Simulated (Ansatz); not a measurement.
# TiO2: the cost of one run

Method: DFT PBE+D3(BJ), scalar-relativistic, plane waves, PAW, in Ansatz 0.2.0.

1 further run of the same task is left out (set aside as unsound or not needed).

## 1. The starting structure

Symmetry: P4_2/mnm, No. 136, tetragonal system. Conventional cell: a = 4.608 Å, b = 4.608 Å, c = 2.954 Å, α = 90.00°, β = 90.00°, γ = 90.00°. Around Ti (site symmetry mmm) lie 6 O at 1.95 to 1.98 Å. Around O (site symmetry m2m) lie 3 Ti at 1.95 to 1.98 Å.

As a file:

```xyz
6
Lattice="4.6082 0.0000 0.0000 0.0000 4.6082 0.0000 0.0000 0.0000 2.9543" Properties=species:S:1:pos:R:3 pbc="T T T"
Ti    0.0000    0.0000    0.0000
Ti    2.3041    2.3041    1.4771
O     1.4026    1.4026    0.0000
O     0.9015    3.7067    1.4771
O     3.2055    3.2055    0.0000
O     3.7067    0.9015    1.4771
```

It is the result of an earlier relaxation at this level (volume 10.46 Å³/atom; gap on the mesh: 1.87 eV).

## 2. Cutting the slab

Planes are indexed in the bulk's conventional cell (P4_2/mnm (No. 136)), a = 4.608 Å, b = 4.608 Å, c = 2.954 Å, α = 90.00°, β = 90.00°, γ = 90.00°.

A (110) slab, 9.1 Å thick as cut, with 17 Å of vacuum, in a 2×1 surface cell; its outer planes are O (top) and O (bottom).

The slab as cut. Its planes from the bottom up:

| plane | atoms per cell | height over the lowest (Å) |
| --- | --- | --- |
| 1 | O2 | 0.00 |
| 2 | Ti4O4 | 1.27 |
| 3 | O2 | 2.55 |
| 4 | O2 | 3.26 |
| 5 | Ti4O4 | 4.53 |
| 6 | O2 | 5.81 |
| 7 | O2 | 6.52 |
| 8 | Ti4O4 | 7.79 |
| 9 | O2 | 9.07 |

## 3. The clean surface, relaxed

File input.yaml:

```yaml
crystal:
  lattice:
    - [5.908529466, 0.0, 0.0]
    - [0.0, 6.5169289185, 0.0]
    - [0.0, 0.0, 26.0666474734]
  atoms:
    - { symbol: O, position: [0.0, 0.0, 0.3260871966] }
    - { symbol: O, position: [0.5, 0.0, 0.3260871966] }
    - { symbol: Ti, position: [0.0, 0.5, 0.3749948776] }
    - { symbol: Ti, position: [0.5, 0.5, 0.3749948776] }
    - { symbol: Ti, position: [0.25, 0.0, 0.3749948776] }
    - { symbol: Ti, position: [0.75, 0.0, 0.3749948776] }
    - { symbol: O, position: [0.25, 0.3043772928, 0.3749948776] }
    - { symbol: O, position: [0.75, 0.3043772928, 0.3749948776] }
    - { symbol: O, position: [0.25, 0.6956227072, 0.3749948776] }
    - { symbol: O, position: [0.75, 0.6956227072, 0.3749948776] }
    - { symbol: O, position: [0.0, 0.0, 0.4239025585] }
    - { symbol: O, position: [0.5, 0.0, 0.4239025585] }
    - { symbol: O, position: [0.0, 0.5, 0.4510923191] }
    - { symbol: O, position: [0.5, 0.5, 0.4510923191] }
    - { symbol: Ti, position: [0.0, 0.0, 0.5] }
    - { symbol: Ti, position: [0.5, 0.0, 0.5] }
    - { symbol: Ti, position: [0.25, 0.5, 0.5] }
    - { symbol: Ti, position: [0.75, 0.5, 0.5] }
    - { symbol: O, position: [0.25, 0.8043772928, 0.5] }
    - { symbol: O, position: [0.75, 0.8043772928, 0.5] }
    - { symbol: O, position: [0.25, 0.1956227072, 0.5] }
    - { symbol: O, position: [0.75, 0.1956227072, 0.5] }
    - { symbol: O, position: [0.0, 0.5, 0.5489076809] }
    - { symbol: O, position: [0.5, 0.5, 0.5489076809] }
    - { symbol: O, position: [0.0, 0.0, 0.5760974415] }
    - { symbol: O, position: [0.5, 0.0, 0.5760974415] }
    - { symbol: Ti, position: [0.0, 0.5, 0.6250051224] }
    - { symbol: Ti, position: [0.5, 0.5, 0.6250051224] }
    - { symbol: Ti, position: [0.25, 0.0, 0.6250051224] }
    - { symbol: Ti, position: [0.75, 0.0, 0.6250051224] }
    - { symbol: O, position: [0.25, 0.3043772928, 0.6250051224] }
    - { symbol: O, position: [0.75, 0.3043772928, 0.6250051224] }
    - { symbol: O, position: [0.25, 0.6956227072, 0.6250051224] }
    - { symbol: O, position: [0.75, 0.6956227072, 0.6250051224] }
    - { symbol: O, position: [0.0, 0.0, 0.6739128034] }
    - { symbol: O, position: [0.5, 0.0, 0.6739128034] }
basis:
  ecutwfc: 420
kpoints:
  mp_grid: { grid: [5, 4, 1] }
hamiltonian:
  xc: pbe
  dispersion: d3bj
scf:
  occupations: { method: gaussian, width: 0.05 }
output:
  forces: true
  eigenvalues: true
  write_density: true
  write_potential: true
  elf: true
  volumetric_format: npy
relax:
  adjacent_minimum: "off"
  f_tol: 0.03
  max_steps: 70
  constraints: [{ sites: [0, 1, 2, 3, 4, 5, 6, 7, 8, 9, 10, 11, 12, 13] }]
efield:
  axis: 3
  dipole_correction: true
```

Command:

```
> ansatz run input.yaml --threads 8 --pin off --max-ram 22528MiB --backend cpu --events-out ev --progress --plain --runs-dir out
```

What time and memory should one allow on 8 threads of Intel Xeon 6975P-C (Granite Rapids), shared host?

About 1.8 min, with a peak of 5.9 GiB.
